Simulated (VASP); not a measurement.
ZnSe, 4 atoms in the cell. Symmetry: P4/nmm, No. 129, tetragonal system. Conventional cell: a = 4.108 Å, b = 4.108 Å, c = 6.070 Å, α = 90.00°, β = 90.00°, γ = 90.00°. Around Se (site symmetry 4mm) lie 4 Zn at 2.54 Å. Zn (site symmetry -4m2) has 4 Se at 2.54 Å and 4 Zn at 2.90 Å as nearest neighbours. Measurements of this composition are mostly on another form, of space group No. 216.

```yaml
Program: VASP 6.6.1
Task: relaxation of cell and atoms
Functional: LDA
Potentials_or_basis: VASP PAW LDA potentials, release 64 (Se, Zn)
Cutoff: 600 eV
k_mesh: 5 × 5 × 4
Occupations: fermi-dirac, width 0.05 eV
Spin: no spin polarisation
Target_pressure: 5 GPa
Further_INCAR_settings: ALGO = Normal; EDIFF = 1e-06; IBRION = 2; EDIFFG = -0.01; NSW = 40; ISIF = 3
Target_pressure: 5 GPa
```

Potentials or basis: VASP PAW LDA potentials, release 64 (Se, Zn).

Run with:

```bash
$ cat potpaw_LDA.64/Se/POTCAR potpaw_LDA.64/Zn/POTCAR > POTCAR
$ mpirun -np 1 vasp_std > vasp.out
```

Hardware: 1 thread of Intel(R) Xeon(R) Platinum 8375C CPU @ 2.90GHz (Ice Lake), on a shared host.

Estimate the wall time of this run.

Wall time 7.6 min on 1 thread of Intel(R) Xeon(R) Platinum 8375C CPU @ 2.90GHz (Ice Lake), with other jobs on the host, peak memory 0.22 GiB. Counts: scf iterations 153, k points 18, ion steps 18.
